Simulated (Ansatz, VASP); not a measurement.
**PbS (Galena): VASP beside Ansatz**

```
Pb S
1.0
     0.00000    2.96575    2.96575
     2.96575    0.00000    2.96575
     2.96575    2.96575    0.00000
Pb S
1 1
Cartesian
  0.0000 0.0000 0.0000
  2.9657 2.9657 2.9657
```

Alike in both runs: task single point; functional PBE; k mesh 8 × 8 × 8; occupations gaussian, width 0.017 eV; no spin polarisation.

```csv
,VASP,Ansatz
version,VASP 6.6.1,Ansatz 0.2.0
potentials or method,"VASP PAW PBE potentials, release 64 (Pb_d, S), cutoff 520 eV","all-electron LAPW, scalar-relativistic"
```

|  | VASP | Ansatz | Ansatz less VASP |
| --- | --- | --- | --- |
| gap on the k mesh at the Fermi level (eV) | 0.36 | 0.36 | -0.008 |
| least direct gap on the mesh (eV) | 0.36 | 0.36 | -0.008 |
| pressure (GPa) | 2.2 | 2.2 | +0.08 |

Ansatz ran all-electron here, so the differences hold the error of VASP's frozen core and of both bases.

Caveats: spin-orbit coupling is left out, which as a rule narrows the gap of such compounds by several tenths of an eV.
